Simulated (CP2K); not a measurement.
Crystal: HfO2.

```
Hf O
1.0
     3.61685    0.00000    0.00000
     0.00000    3.61685    0.00000
     0.00000    0.00000    5.11500
Hf O
2 4
Direct
  0.55073 0.53144 0.51909
  0.00068 0.98638 0.02914
  0.98484 0.47138 0.71777
  0.49530 0.02427 0.24761
  0.00600 0.49682 0.26035
  0.46245 0.98971 0.72604
```

The cell isn't the ideal one: all atoms moved at random.

Base run:

* Program: CP2K 2026.2
* Functional: PBE
* Potentials or basis: GTH_POTENTIALS Hf GTH-PBE-q12, O GTH-PBE-q6; DZVP-MOLOPT-SR-GTH basis
* Density cutoff: 8163 eV
* k mesh: 6 × 6 × 4
* Occupations: fermi-dirac, width 0.05 eV
* Spin: no spin polarisation
* Hubbard terms: Hf d U = 6.0 eV

Its results: band gap on the k mesh 4.79 eV, indirect (least direct gap 5.01 eV); largest force 4.654 eV/Å.

**Question.** The run is repeated on the same cell with these changes: hubbard terms from Hf d U = 6.0 eV to Hf d U = 2.0 eV. What comes out?

**Answer.** Band gap on the k mesh 3.88 eV, direct; largest force 4.275 eV/Å.

Caveats: this program's U acts on Mulliken populations of all basis functions of the shell, so it isn't the U of plane-wave codes; energies scatter by some meV and the pressure isn't listed; spin-orbit coupling is left out, which moves the levels of the heavy elements; the basis of atomic orbitals isn't converged, which shifts pressures, moduli and gaps; forces of over 1 eV/Å show positions far from the minimum, so gaps and moduli don't describe the material at rest.

A k mesh can miss the band edges.
